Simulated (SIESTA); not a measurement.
The system is HgTe (Coloradoite).

```
Hg Te
1.0
     0.00000    3.21450    3.21450
     3.21450    0.00000    3.21450
     3.21450    3.21450    0.00000
Hg Te
1 1
Direct
  0.00000 0.00000 0.00000
  0.75000 0.75000 0.75000
```

Base run:

| Item | Value |
| --- | --- |
| Program | SIESTA 5.4.2 |
| Functional | RGE2 |
| Potentials or basis | PseudoDojo 0.4 standard (PBE files) |
| Basis | DZP (energy shift 0.002 Ry) |
| Grid cutoff | 800 Ry |
| Energy shift | 0.002 Ry |
| k mesh | 7 × 7 × 7 |
| Occupations | fermi-dirac, width 0.05 eV |
| Spin | no spin polarisation |

Its results: band gap on the k mesh none (metal or under the smearing width); pressure 4.2 GPa.

Problem. The run is repeated on the same cell with these changes: functional from RGE2 to APBE. What comes out?

Solution. Band gap on the k mesh none (metal or under the smearing width); pressure 6.9 GPa.

Caveats: semicore shells carry a single zeta, which can move pressures by several GPa and volumes by a few percent; the valence orbitals were made in a potential fitted to the semicore shell under them, which widens gaps by tenths of an eV or more; the potentials were made for another functional, which shifts forces and pressure; the basis of atomic orbitals isn't converged, which shifts pressures, moduli and gaps.

Not every run made on this cell is shown here.
